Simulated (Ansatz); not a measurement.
Relaxing Os in the fcc type

First guess:

```xyz
1
Lattice="0.0000 1.8698 1.8698 1.8698 0.0000 1.8698 1.8698 1.8698 0.0000" Properties=species:S:1:pos:R:3 pbc="T T T"
Os    0.0000    0.0000    0.0000
```

Level of theory: DFT, PBE, PAW with Ansatz's default frozen-core files, scalar-relativistic in Ansatz 0.2.0.

Cell and atoms relax within the symmetry of the start on a 17×17×17 k mesh with 0.05 eV Fermi–Dirac smearing.

The start is built from a prototype, known or not as a phase of this compound; the cutoff is 420 eV.

No spin–orbit coupling, which matters for the heavy atoms here.

(1) What is the pressure of the first guess?

(2) What does it relax to?

(3) How much energy does the relaxation release?

Answers

(1) 44.8 GPa.

(2) a = 3.856 Å, b = 3.856 Å, c = 3.856 Å, α = 90.00°, β = 90.00°, γ = 90.00° (conventional cell), 14.34 Å³ per atom:
```
CELL_PARAMETERS angstrom
0.00000 1.92825 1.92825
1.92825 0.00000 1.92825
1.92825 1.92825 0.00000
ATOMIC_POSITIONS crystal
Os 0.00000 0.00000 0.00000
```

(3) 162 meV/atom.
